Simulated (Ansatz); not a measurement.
# NaH (Fm-3m)

Computed with DFT PBE, scalar-relativistic, plane waves, PAW (Ansatz).

Settings: cutoff 420 eV, Γ-centred mesh 8×8×8 on the computed 2-atom cell, Gaussian smearing of 0.02 eV; no spin polarisation.

The structure is relaxed at this level of theory with its symmetry kept.

Symmetry: Fm-3m, No. 225, cubic system. Conventional cell: a = 4.832 Å, b = 4.832 Å, c = 4.832 Å, α = 90.00°, β = 90.00°, γ = 90.00°. Na (site symmetry m-3m) has 6 H at 2.42 Å as nearest neighbours. H (site symmetry m-3m) has 6 Na at 2.42 Å as nearest neighbours.

* Volume per atom: 14.10 Å³
* Formation energy from the elements' standard states (uncorrected): -0.196 eV/atom
* Kohn–Sham band gap: 3.76 eV, indirect from W to L
* Löwdin character of the top 1 eV of the valence band: H 1s 91 %, Na 3s 7 %
* Löwdin character of the lowest 1 eV of the conduction band: Na 3s 79 %, unprojected 16 %
* Electron masses at the edge by Cartesian direction of the standard setting (m_e; degenerate bands sorted by energy; no spin-orbit coupling): x: 0.48; y: 0.48; z: 0.48
* Hole masses at the edge by Cartesian direction of the standard setting (m_e; degenerate bands sorted by energy; no spin-orbit coupling): x: 0.99; y: 2.7; z: 0.99
* Bulk modulus: 23.2 GPa
* Its pressure derivative: 3.8
* Electronic dielectric constant xx, yy, zz of the standard setting (independent particles): 3.2, 3.2, 3.2
* Bader charges (e): Na (1 in the cell) 0.80, H (1 in the cell) -0.80